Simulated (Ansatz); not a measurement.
SiC (P6_3mc), comparing deformations

Level of theory: Ansatz 0.2.0, DFT r2SCAN, scalar-relativistic, plane waves, PAW. Settings: plane waves to 500 eV, k-mesh 12×12×6 (Γ-centred), Gaussian smearing 0.05 eV. No spin polarisation. Energies are free energies at this smearing, counted from the undisturbed cell; pressure is positive in compression.

Reference structure (relaxed at this level):

```
Si C
1.0
     3.07520    0.00000    0.00000
    -1.53760    2.66320    0.00000
     0.00000    0.00000    5.04817
Si C
2 2
Cartesian
  0.0000 1.7755 0.0232
  1.5376 0.8877 2.5473
  0.0000 1.7755 1.9203
  1.5376 0.8877 4.4444
```

The cell is strained by ε times a Voigt pattern (xx, yy, zz, yz, xz, xy; engineering shear) with fractional coordinates fixed. τ = (1/V0) dE/dε comes from the stress tensor. Of each scan, only the three points used here are listed.

```
           pattern        ε  τ (GPa)
(1, 1, 0, 0, 0, 0)  -0.0150   -21.05
(1, 1, 0, 0, 0, 0)   0.0000    -0.06
(1, 1, 0, 0, 0, 0)   0.0150    18.53
(0, 0, 0, 0, 1, 0)  -0.0050    -0.88
(0, 0, 0, 0, 1, 0)   0.0000     0.00
(0, 0, 0, 0, 1, 0)   0.0050     0.88
```

Question: Which constants do the scans give, and which deformation costs least for the same size of strain tensor?

Answer: The slope dτ/dε at zero (parabola through three points) is pᵀCp: (1, 1, 0, 0, 0, 0) gives C11 + C22 + 2 C12 = 1319 GPa; (0, 0, 0, 0, 1, 0) gives C55 = 177 GPa. The size of the strain tensor, ε:ε, is ε² times 2.0, 0.5. Per unit of it the stiffnesses are 660, 353 GPa, so (0, 0, 0, 0, 1, 0) is the softest of these: at ε:ε = (1 %)² the quadratic term costs 1.14 meV/atom against 2.13 for the stiffest. These are clamped-ion values.

Forces appear on the atoms along this scan, and letting them relax would lower the energy and soften the response.